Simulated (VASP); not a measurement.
# SnSe in VASP: notebook

One slab, SnSe, is run at these levels: PBEsol; tasks: single point.

Everything below comes from runs of VASP 6.6.1. Logs are shortened: lines on timing, memory, paths and dates and some standing lists are left out, and cuts for length are marked.

**1. The undisturbed crystal**

The cell holds a slab with vacuum, 4 atoms: a = 4.285 Å, b = 4.285 Å, c = 10.991 Å, α = 90.00°, β = 90.00°, γ = 90.00°.

**2. Single point, PBEsol (one atom moved)**

INCAR

```
PREC = Accurate
ENCUT = 520
EDIFF = 1E-6
ISMEAR = 0
SIGMA = 0.02
LREAL = F
LASPH = T
NELM = 100
ALGO = Fast
ISIF = 2
LWAVE = F
LCHARG = T
GGA = PS
LELF = T
LVHAR = T
NBANDS = 28
```

KPOINTS

```
Automatic mesh
0
Gamma
  6 6 4
```

POSCAR

```
SnSe
1.0
    4.2853274191      0.0000000000      0.0000000000
    0.0000000000      4.2853274191      0.0000000000
    0.0000000000      0.0000000000     10.9906921300
Sn Se
2 2
Direct
    0.5079340495      0.0097005423      0.3594855996
    0.0000000000      0.5000000000      0.6277708900
    0.5000000000      0.0000000000      0.6160394900
    0.0000000000      0.5000000000      0.3839605100
```

Potentials or basis: VASP PAW PBE potentials, release 64 (Sn_d, Se).

Started as:

```
cat potpaw_PBE.64/Sn_d/POTCAR potpaw_PBE.64/Se/POTCAR > POTCAR
mpirun -np 1 vasp_std > vasp.out
```

OUTCAR:

```text
PREC = Accurate
   ENCUT = 520
   EDIFF = 1E-6
   ISMEAR = 0
   LREAL = F
   LASPH = T
   NELM = 100
   ISIF = 2
   GGA = PS

 ion  position               nearest neighbor table
   1  0.508  0.010  0.359-   3 2.82   4 2.99   4 3.04   4 3.05   4 3.10
   2  0.000  0.500  0.628-   4 2.68   3 3.03   3 3.03   3 3.03   3 3.03
   3  0.500  0.000  0.616-   1 2.82   2 3.03   2 3.03   2 3.03   2 3.03
   4  0.000  0.500  0.384-   2 2.68   1 2.99   1 3.04   1 3.05   1 3.10

  LATTYP: Found a simple tetragonal cell.
 ALAT       =     4.2853274191
 C/A-ratio  =     2.5647263453

  Lattice vectors:

 A1 = (   4.2853274191,   0.0000000000,   0.0000000000)
 A2 = (   0.0000000000,   4.2853274191,   0.0000000000)
 A3 = (   0.0000000000,   0.0000000000,  10.9906921300)

Analysis of symmetry for initial positions (statically):
=====================================================================
 Subroutine PRICEL returns:
 Original cell was already a primitive cell.

 Routine SETGRP: Setting up the symmetry group for a
 simple tetragonal supercell.

 Subroutine GETGRP returns: Found  1 space group operations
 (whereof  1 operations were pure point group operations)
 out of a pool of 16 trial point group operations.

The static configuration has the point symmetry C_1 .

Analysis of symmetry for dynamics (positions and initial velocities):
=====================================================================
 Subroutine PRICEL returns:
 Original cell was already a primitive cell.

 Routine SETGRP: Setting up the symmetry group for a
 simple tetragonal supercell.

 Subroutine GETGRP returns: Found  1 space group operations
 (whereof  1 operations were pure point group operations)
 out of a pool of 16 trial point group operations.

The dynamic configuration has the point symmetry C_1 .

 Subroutine INISYM returns: Found  1 space group operations
 (whereof  1 operations are pure point group operations),
 and found     1 'primitive' translations

----------------------------------------------------------------------------------------

                                     Primitive cell

  volume of cell :     201.8334

  direct lattice vectors                    reciprocal lattice vectors
     4.285327419  0.000000000  0.000000000     0.233354398  0.000000000  0.000000000
     0.000000000  4.285327419  0.000000000     0.000000000  0.233354398  0.000000000
     0.000000000  0.000000000 10.990692130     0.000000000  0.000000000  0.090986081

  length of vectors
     4.285327419  4.285327419 10.990692130     0.233354398  0.233354398  0.090986081

  position of ions in fractional coordinates (direct lattice)
     0.507934050  0.009700542  0.359485600
     0.000000000  0.500000000  0.627770890
     0.500000000  0.000000000  0.616039490
     0.000000000  0.500000000  0.383960510

  ion indices of the primitive-cell ions
   primitive index   ion index
                 1           1
                 2           2
                 3           3
                 4           4

----------------------------------------------------------------------------------------

 KPOINTS: Automatic mesh

Automatic generation of k-mesh.
 Grid dimensions read from file:
 generate k-points for:    6    6    4

 Generating k-lattice:

  Cartesian coordinates                     Fractional coordinates (reciprocal lattice)
     0.038892400  0.000000000  0.000000000     0.166666667  0.000000000  0.000000000
     0.000000000  0.038892400  0.000000000     0.000000000  0.166666667  0.000000000
     0.000000000  0.000000000  0.022746520     0.000000000  0.000000000  0.250000000

  Length of vectors
     0.038892400  0.038892400  0.022746520

  Shift w.r.t. Gamma in fractional coordinates (k-lattice)
     0.000000000  0.000000000  0.000000000

 Subroutine IBZKPT returns following result:
 ===========================================

 Found     76 irreducible k-points:

 Following reciprocal coordinates:
            Coordinates               Weight
  0.000000  0.000000  0.000000      1.000000
  0.166667  0.000000  0.000000      2.000000
  0.000000  0.166667  0.000000      2.000000
  0.333333  0.000000  0.000000      2.000000
  0.000000  0.333333  0.000000      2.000000
  0.500000  0.000000  0.000000      1.000000
[... 16 lines left out ...]
  0.000000  0.166667  0.250000      2.000000
 -0.166667  0.000000  0.250000      2.000000
 [... further k-points ...]
   k-points           NKPTS =     76   k-points in BZ     NKDIM =     76   number of bands    NBANDS=     28
   number of dos      NEDOS =    301   number of ions     NIONS =      4
   total plane-waves  NPLWV =  86016
   dimension x,y,z NGX =    32 NGY =   32 NGZ =   84
   dimension x,y,z NGXF=    64 NGYF=   64 NGZF=  168
   ions per type =               2   2
   NGX,Y,Z   is equivalent  to a cutoff of  12.41, 12.41, 12.71 a.u.
   NGXF,Y,Z  is equivalent  to a cutoff of  24.83, 24.83, 25.41 a.u.
 SYSTEM =  unknown system
   PREC   = accura    normal or accurate (medium, high low for compatibility)
   ISTART =      0    job   : 0-new  1-cont  2-samecut
   ICHARG =      2    charge: 1-file 2-atom 10-const
   ISPIN  =      1    spin polarized calculation?
   LNONCOLLINEAR =      F non collinear calculations
   LSORBIT =      F    spin-orbit coupling
   LASPH  =      T    aspherical Exc in radial PAW
   ENCUT  =  520.0 eV  38.22 Ry    6.18 a.u.   7.97  7.97 20.44*2*pi/ulx,y,z
   NELM   =    100;   NELMIN=  2; NELMDL= -5     # of ELM steps
   EDIFF  = 0.1E-05   stopping-criterion for ELM
   LREAL  =      F    real-space projection
   EDIFFG = 0.1E-04   stopping-criterion for IOM
   NSW    =      0    number of steps for IOM
   IBRION =     -1    ionic relax: 0-MD 1-quasi-New 2-CG
   NFREE  =      0    steps in history (QN), initial steepest desc. (CG)
   ISIF   =      2    stress and relaxation
   ISYM   =      2    0-nonsym 1-usesym 2-fastsym
   POTIM  = 0.5000    time-step for ionic-motion
   TEBEG  =    0.0;   TEEND  =   0.0 temperature during run
   PSTRESS=    0.0 pullay stress
   NELECT =      40.0000    total number of electrons
   NUPDOWN=      -1.0000    fix difference up-down
   EMIN   =  10.00;   EMAX   =-10.00  energy-range for DOS
   EFERMI =   0.00;   METHOD = LEGACY
   ISMEAR =     0;   SIGMA  =   0.02  broadening in eV -4-tet -1-fermi 0-gaus
   EFERMI_NEDOS =   21; number of points for ismear=-14 and -15
   IALGO  =     68    algorithm
   IMIX   =      4    mixing-type and parameters
     AMIX     =   0.40;   BMIX     =  1.00
     AMIX_MAG =   1.60;   BMIX_MAG =  1.00
  volume/ion in A,a.u.               =      50.46       340.51
  Fermi-wavevector in a.u.,A,eV,Ry     =   0.954473  1.803693 12.395171  0.911019
  Thomas-Fermi vector in A             =   2.083223
   LORBIT       =      0    0 simple, 1 ext, 2 COOP (PROOUT), +10 PAW based schemes
   GGA     = PS    functional components
   LHFCALC =     F    Hartree Fock is set to
   AEXX    =    0.0000 exact exchange contribution
   IVDW    =     0    specifies the selected vdW correction
   LEPSILON=     F    determine dielectric tensor
   LRPA    =     F    only Hartree local field effects (RPA)
 non-spin polarized calculation
 RMM-DIIS sequential band-by-band and
 Gauss-broadening in eV      SIGMA  =   0.02
  energy-cutoff  :      520.00
  volume of cell :      201.83
 maximum number of plane-waves:      5480
   NGX = 15   NGY = 15   NGZ = 41

 number of electron      40.0000006 magnetization

 Free energy of the ion-electron system (eV)
  ---------------------------------------------------
  ext. energy  EPLUGINS =         0.00000000
  ---------------------------------------------------
  free energy    TOTEN  =       -17.50393715 eV

  energy without entropy =      -17.50393715  energy(sigma->0) =      -17.50393715

 E-fermi :   0.6521     XC(G=0):  -6.1283

 val. band max:        0.5329242671   @ k =   0.5000   0.0000   0.0000
 cond. band min:       1.8633337175   @ k =   0.0000   0.0000   0.5000
 fundamental gap:      1.3304094505
 Fermi energy:         0.6521465140

 k-point     1 :       0.0000    0.0000    0.0000
  band No.  band energies     occupation
      1     -20.5679      2.00000
      2     -20.5584      2.00000
      3     -20.5400      2.00000
      4     -20.5276      2.00000
      5     -20.5266      2.00000
      6     -20.3303      2.00000
[... 20 lines left out ...]
     27       6.1741      0.00000
     28       6.3447      0.00000

 k-point     2 :       0.1667    0.0000    0.0000
  band No.  band energies     occupation
      1     -20.5657      2.00000
      2     -20.5601      2.00000
      3     -20.5382      2.00000
      4     -20.5283      2.00000
      5     -20.5267      2.00000
      6     -20.3282      2.00000
[... 20 lines left out ...]
     27       5.7994      0.00000
     28       5.8619      0.00000

 k-point     3 :       0.0000    0.1667    0.0000
  band No.  band energies     occupation
      1     -20.5657      2.00000
      2     -20.5601      2.00000
      3     -20.5382      2.00000
      4     -20.5282      2.00000
      5     -20.5268      2.00000
      6     -20.3282      2.00000
[... 20 lines left out ...]
     27       5.7962      0.00000
     28       5.8661      0.00000

 k-point     4 :       0.3333    0.0000    0.0000
  band No.  band energies     occupation
      1     -20.5636      2.00000
      2     -20.5617      2.00000
      3     -20.5342      2.00000
      4     -20.5299      2.00000
      5     -20.5265      2.00000
      6     -20.3265      2.00000
[... 20 lines left out ...]
     27       5.4821      0.00000
     28       7.0510      0.00000

 k-point     5 :       0.0000    0.3333    0.0000
  band No.  band energies     occupation
      1     -20.5636      2.00000
      2     -20.5617      2.00000
      3     -20.5342      2.00000
      4     -20.5298      2.00000
      5     -20.5266      2.00000
      6     -20.3265      2.00000
[... 20 lines left out ...]
     27       5.4821      0.00000
     28       7.0966      0.00000

 k-point     6 :       0.5000    0.0000    0.0000
  band No.  band energies     occupation
      1     -20.5653      2.00000
      2     -20.5600      2.00000
      3     -20.5323      2.00000
      4     -20.5306      2.00000
      5     -20.5262      2.00000
      6     -20.3282      2.00000
[... 463 lines left out ...]
      5     -20.5266      2.00000
      6     -20.3303      2.00000
[... 20 lines left out ...]
     27       6.1681      0.00000
     28       6.3401      0.00000

 k-point    22 :       0.1667    0.0000    0.2500
  band No.  band energies     occupation
      1     -20.5657      2.00000
      2     -20.5601      2.00000
      3     -20.5382      2.00000
      4     -20.5282      2.00000
      5     -20.5267      2.00000
      6     -20.3282      2.00000
[... 20 lines left out ...]
     27       5.7638      0.00000
     28       5.8504      0.00000

 k-point    23 :       0.0000    0.1667    0.2500
  band No.  band energies     occupation
      1     -20.5657      2.00000
      2     -20.5601      2.00000
      3     -20.5382      2.00000
      4     -20.5282      2.00000
      5     -20.5268      2.00000
      6     -20.3282      2.00000
[... 20 lines left out ...]
     27       5.7655      0.00000
     28       5.8500      0.00000

 k-point    24 :      -0.1667    0.0000    0.2500
  band No.  band energies     occupation
      1     -20.5657      2.00000
      2     -20.5601      2.00000
      3     -20.5382      2.00000
      4     -20.5282      2.00000
      5     -20.5267      2.00000
      6     -20.3282      2.00000
[... 20 lines left out ...]
     27       5.7361      0.00000
     28       5.8764      0.00000

 [... further k-points ...]

------------------------ aborting loop because EDIFF is reached ----------------------------------------

  FORCE on cell =-STRESS in cart. coord.  units (eV):
  Direction    XX          YY          ZZ          XY          YZ          ZX
  --------------------------------------------------------------------------------------
  -------------------------------------------------------------------------------------
  Total       -1.6199853     -1.6167005     -1.7192332      0.0136735      0.0116966      0.0096383
  in kB      -12.8596334    -12.8335583    -13.6474754      0.1085415      0.0928489      0.0765101
  external PRESSURE =     -13.1135557 kB  Pullay stress =       0.0000000 kB

 VOLUME and BASIS-vectors are now :
 -----------------------------------------------------------------------------
  energy-cutoff  :      520.00
  volume of cell :      201.83
      direct lattice vectors                 reciprocal lattice vectors
     4.285327419  0.000000000  0.000000000     0.233354398  0.000000000  0.000000000
     0.000000000  4.285327419  0.000000000     0.000000000  0.233354398  0.000000000
     0.000000000  0.000000000 10.990692130     0.000000000  0.000000000  0.090986081

 POSITION                                       TOTAL-FORCE (eV/Angst)
 -----------------------------------------------------------------------------------
      2.17666      0.04157      3.95100         0.002563      0.003685      0.802667
      0.00000      2.14266      6.89964         0.011968      0.014493     -0.048911
      2.14266      0.00000      6.77070        -0.008555     -0.010619     -0.527006
      0.00000      2.14266      4.21999        -0.005976     -0.007559     -0.226749
 -----------------------------------------------------------------------------------
    total drift:                                0.000067      0.000652      0.000391

  FREE ENERGIE OF THE ION-ELECTRON SYSTEM (eV)
  ---------------------------------------------------
  free  energy   TOTEN  =       -17.5039371505 eV

  energy  without entropy=      -17.5039371505  energy(sigma->0) =      -17.50393715
```

Run time: 2.8 min. Hardware: 1 thread of Intel Xeon 6975P-C (Granite Rapids), shared host; peak memory 0.52 GiB.

What came out:

* Free energy: -17.5039 eV
* Largest force: 0.803 eV/Å
* Band gap on the k mesh: 1.33 eV, indirect (least direct gap 1.45 eV)

Forces in eV/Å, atoms in the order of the input:
```
Sn   0.003  0.004  0.803
Sn   0.012  0.014 -0.049
Se  -0.009 -0.011 -0.527
Se  -0.006 -0.008 -0.227
```

Caveat: the PAW data sets were made with another functional, which shifts forces and pressure a little; spin-orbit coupling is left out, which moves the levels of the heavy elements.

**3. Single point, PBEsol (strained and moved within a subgroup)**

INCAR

```
PREC     = Accurate       # precision mode
ENCUT    = 520            # plane-wave cutoff, eV
EDIFF    = 1E-7           # SCF threshold, eV
ISMEAR   = 0              # smearing method
SIGMA    = 0.02           # smearing width, eV
LREAL    = False          # projectors in reciprocal space
LASPH    = True           # aspherical terms in the spheres
NELM     = 100            # most SCF steps
ALGO     = Fast           # electronic algorithm
ISIF     = 2              # what is computed and relaxed
LWAVE    = False          # write WAVECAR
LCHARG   = True           # write CHGCAR
GGA      = PS             # functional
LELF     = True           # ELF
LVHAR    = True         
NBANDS   = 28             # bands
```

KPOINTS

```
regular mesh
0
Gamma
  6 6 4
```

POSCAR

```
SnSe
1.0
    4.0940732564      0.0000000000      0.0000000000
    0.0000000000      4.0940732564      0.0000000000
    0.0000000000      0.0000000000     11.1596190680
Sn Se
2 2
Direct
    0.5000000000      0.0000000000      0.3640565363
    0.0000000000      0.5000000000      0.6299326759
    0.5000000000      0.0000000000      0.6228972117
    0.0000000000      0.5000000000      0.3831135762
```

Potentials or basis: VASP PAW PBE potentials, release 64 (Sn_d, Se).

Started as:

```
cat potpaw_PBE.64/Sn_d/POTCAR potpaw_PBE.64/Se/POTCAR > POTCAR
mpirun -np 1 vasp_std > vasp.out
```

It took 85 s on 1 thread of Intel Xeon 6975P-C (Granite Rapids), shared host; peak memory 0.34 GiB.

It converged, with:

| Item | Value |
| --- | --- |
| Free energy | -17.4268 eV |
| Largest force | 0.587 eV/Å |
| Band gap on the k mesh | 0.84 eV, indirect (least direct gap 1.31 eV) |

Forces in eV/Å, atoms in the order of the input:
```
Sn   0.000  0.000  0.587
Sn   0.000  0.000 -0.110
Se   0.000  0.000 -0.497
Se   0.000  0.000  0.020
```

Levels at points of the mesh, in eV from the valence-band top:
| k point | band 18 | band 19 | band 20 | band 21 | band 22 | band 23 |
| --- | --- | --- | --- | --- | --- | --- |
| (0.00, 0.00, 0.00) | -2.36 | -2.36 | -0.70 | 0.97 | 3.15 | 3.40 |
| (0.50, 0.00, 0.00) | -1.68 | -0.33 | 0.00 | 1.31 | 1.38 | 1.76 |
| (0.50, 0.50, 0.00) | -4.24 | -2.10 | -2.01 | 2.70 | 3.14 | 4.01 |
| (0.00, 0.00, 0.50) | -2.36 | -2.36 | -0.71 | 0.87 | 3.40 | 4.14 |
| (0.50, 0.00, 0.50) | -1.68 | -0.33 | 0.00 | 1.31 | 1.39 | 1.76 |
| (0.50, 0.50, 0.50) | -4.24 | -2.10 | -2.01 | 2.68 | 3.12 | 4.04 |

Caveat: the PAW data sets were made with another functional, which shifts forces and pressure a little; spin-orbit coupling is left out, which moves the levels of the heavy elements.
